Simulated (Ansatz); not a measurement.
Starting cell, BaSnO3 (cubic perovskite):

```
BaSnO3
1.0
    4.13130     0.00000     0.00000
    0.00000     4.13130     0.00000
    0.00000     0.00000     4.13130
Ba Sn O
1 1 3
Direct
  0.00000   0.00000   0.00000
  0.50000   0.50000   0.50000
  0.00000   0.50000   0.50000
  0.50000   0.50000   0.00000
  0.50000   0.00000   0.50000
```

In this cell atom 2 (Sn, nearest neighbour O at 2.066 Å; its periodic images, 4.1 Å or more away, move with it) is moved by s along Cartesian x, unit vector (1.000, 0.000, 0.000); all other atoms and the cell stay fixed.

Computed with r2SCAN (plane waves to 500 eV, PAW, scalar-relativistic; Ansatz, an electronic-structure program). k mesh 7×7×7 (Γ-centred), Fermi-Dirac smearing 0.05 eV. E stands for the smeared free energy. Left out: 2 of 11 points, with atoms too close for the PAW data. BaSnO3 was relaxed with its symmetry unable to fall. The zero of ΔE is the undisplaced structure.

| s (Å) | ΔE (meV/cell) |
|---|---|
| -0.496 | withheld |
| -0.372 | 1816 |
| -0.248 | 657 |
| -0.124 | 143 |
| 0.000 | 0 |
| 0.124 | 143 |
| 0.248 | 657 |
| 0.372 | 1816 |
| 0.496 | withheld |

Q: Fit an even polynomial form (powers 2, 4) to the given rows and predict ΔE at s = 0.496.

A: Least squares on the 7 given rows: ΔE = (8743)·s² + (31650)·s⁴, in meV/cell with s in Å; root-mean-square residual 0.6 meV/cell. At 0.496 the fit gives 4066 meV/cell; the calculation gives 4140 meV/cell, so the extrapolation is off by -74 (-1.8 %). The quadratic term alone would give 2151 meV/cell.

(A displaced cell: forces are minus the slopes of the energy, force constants its curvatures, and phonons follow from these.)
